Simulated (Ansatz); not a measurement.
# Phases of SnTe at 0.015 GPa

Structure types of SnTe are relaxed in primitive cells with their symmetry kept at 0.015 GPa, on PAW files; LAPW relaxes the small cells further and takes the PAW cell for the others (marked *). The enthalpy is E + pV at zero temperature, without zero-point motion. Only the types listed were tried, and differences under about 5 meV/atom are mesh noise. The real phase may be another.

Computed with Ansatz 0.2.0; functional PBE, scalar-relativistic. Settings: Fermi–Dirac smearing of 0.05 eV, no spin polarisation. Methods: LAPW: all electrons, basis error target 0.5 meV/atom; PAW: frozen-core files, cutoff 420 eV.

k meshes: rocksalt 12×12×12, CsCl 12×12×12, zincblende 11×11×11, wurtzite 8×8×5, NiAs 9×9×5.

Spin–orbit coupling is left out, which matters for the heavy atoms.

**Question.** Which type is lowest in enthalpy, and by how much?

**Answer.** rocksalt, 51 meV/atom below NiAs. The whole table:

| start type | ends as | a, b, c (Å) | V (Å³/atom) | H − H(lowest), LAPW (meV/atom) | same, PAW |
| --- | --- | --- | --- | --- | --- |
| rocksalt | rocksalt, Fm-3m | 6.409, 6.409, 6.409 | 32.90 | 0.0 | 0.0 |
| CsCl | CsCl, Pm-3m | 3.893, 3.893, 3.893 | 29.49 | 240.7 | 240.8 |
| zincblende | zincblende, F-43m | 7.215, 7.215, 7.215 | 46.95 | 251.6 | 251.6 |
| wurtzite* | distorted wurtzite, P6_3mc | 5.434, 5.434, 6.526 | 41.73 | 117.7 | 117.7 |
| NiAs* | NiAs, P6_3/mmc | 4.436, 4.436, 7.856 | 33.48 | 51.4 | 51.5 |
